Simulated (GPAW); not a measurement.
Write an ASE script for GPAW 26.7.0 that does the following.

```yaml
Task: band structure
Functional: PBEsol
Potentials_or_basis: PAW data sets generated in the run's folder for this functional
Cutoff: 600 eV
Basis: pw
k_mesh: 6 × 6 × 6
Occupations: fermi-dirac, width 0.05 eV
Spin: spin-orbit coupling, no magnetisation
Maxiter: 150
Band_path: GXWKGLUWLK,UX
Band_points: 60
spin_axis_theta_degrees: 0
spin_axis_phi_degrees: 0
Soc_after_scf: second variation
```

Crystal: GaP.

```
Ga P
1.0
     0.00000    2.72525    2.72525
     2.72525    0.00000    2.72525
     2.72525    2.72525    0.00000
Ga P
1 1
Direct
  0.00000 0.00000 0.00000
  0.75000 0.75000 0.75000
```

One way to write it, as run:

run.py

```python
import numpy as np
from ase import Atoms
from ase.dft.bandgap import bandgap
from ase.io import write
from ase.units import GPa
from gpaw import GPAW, PW, setup_paths
from gpaw.spinorbit import soc_eigenstates

setup_paths.insert(0, '.')

atoms = Atoms(['Ga', 'P'],
              cell=[[0.0, 2.72525, 2.72525],
                    [2.72525, 0.0, 2.72525],
                    [2.72525, 2.72525, 0.0]],
              scaled_positions=[[0.0, 0.0, 0.0],
                                [0.75, 0.75, 0.75]],
              pbc=True)

calc = GPAW(mode=PW(600),
            xc='PBEsol',
            kpts={'size': (6, 6, 6), 'gamma': True},
            occupations={'name': 'fermi-dirac', 'width': 0.05},
            nbands=11,
            convergence={'density': 1e-05, 'energy': 1e-05},
            maxiter=150,
            txt='gpaw.txt')
atoms.calc = calc
energy = atoms.get_potential_energy()
forces = atoms.get_forces()
stress = atoms.get_stress()
calc.write('gs.gpw')
write('result.traj', atoms)
print(f'Energy: {energy:.6f} eV')
print('Forces (eV/A):')
print(forces.round(4))
print('Stress (GPa):', (stress / GPa).round(3))
print('Fermi level:', round(calc.get_fermi_level(), 4), 'eV')
print(f'Gap: {bandgap(calc)[0]:.4f} eV, direct: {bandgap(calc, direct=True)[0]:.4f} eV')

path = atoms.cell.bandpath('GXWKGLUWLK,UX', npoints=60, eps=1e-4)
bs_calc = calc.fixed_density(kpts=path, symmetry='off', nbands=21,
                             convergence={'bands': 'CBM+6.0', 'eigenstates': 1e-6}, txt='bands.txt')
bs = bs_calc.band_structure()
bs.write('bs.json')
print(f'Gap on the path: {bandgap(bs_calc)[0]:.4f} eV')

soc = soc_eigenstates(bs_calc, theta=0, phi=0)
np.savetxt('soc_bands.dat', soc.eigenvalues(), fmt='%.4f')
mesh = soc_eigenstates('gs.gpw', theta=0, phi=0)
np.savetxt('soc_mesh.dat', mesh.eigenvalues(), fmt='%.4f')
print('Fermi level with spin-orbit coupling:', round(mesh.fermi_level, 4), 'eV')
```

Potentials or basis: PAW data sets generated in the run's folder for this functional, pw.

Launch:

```sh
$ gpaw-setup -f PBEsol Ga P
$ OMP_NUM_THREADS=1 python run.py
```

It gave:

```yaml
Pressure: 1.6 GPa
Band_gap_on_the_k_mesh: 1.49 eV, indirect (least direct gap 1.78 eV)
Band_gap_along_the_path: 1.45 eV, indirect (least direct gap 1.78 eV)
```

Caveat: spin-orbit coupling was added after a scalar SCF, so levels and gaps hold it while energy, forces, pressure and moments don't; this program's spin-orbit splittings come out too wide for heavy elements.

Run time: 24 s on 1 thread of Arm Neoverse V1 (shared host), peak memory 0.21 GiB.
